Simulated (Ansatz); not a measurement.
## PbTe: energy along a strain

PbTe, Fm-3m, a = 6.454 Å (as given, not relaxed at this level: 2.3 GPa). Ansatz: PBE, PAW, 420 eV, Γ-centred 8×8×8 mesh on 2 atoms, Gaussian smearing 0.05 eV; no spin polarisation. Cell vectors (Å): 0.000 3.227 3.227; 3.227 0.000 3.227; 3.227 3.227 0.000. The cell is strained by x per cent times the pattern (0 0 0 0 1 0) in the order xx yy zz yz xz xy (engineering shears), with fractional coordinates held. y is the free energy over the start, V0 = 33.604 Å³/atom. Symmetry makes y even in x. Points with a strain past 8.5 % were computed too (2) and aren't used here.

```tsv
x (%)	y (meV/atom)
-5.00	3.99
0.00	0.00
1.25	0.25
2.50	1.00
3.75	2.24
6.25	6.25
7.50	?
```

Question: Fit y = c2 x² + c4 x⁴ to the other rows, get the stiffness along the pattern, and predict the missing energy.

Answer: Least squares on the rows shown. y = 0.1591 x² + 2.314×10⁻⁵ x⁴. The clamped-ion stiffness p·C·p = 2 × 1.591 eV × 160.2 / 33.604 Å³ = 15.2 GPa, which is C55 in these axes (C44 of the cubic crystal) (second derivative at the start, which stands under stress). At x = 7.50 the fit asked for gives 9.02 meV/atom. The run gave 9.01 meV/atom, so the fit is 0.01 meV/atom too high, a small miss on the scale of the series.

Spin–orbit coupling is left out, which can shift energies with elements as heavy as these.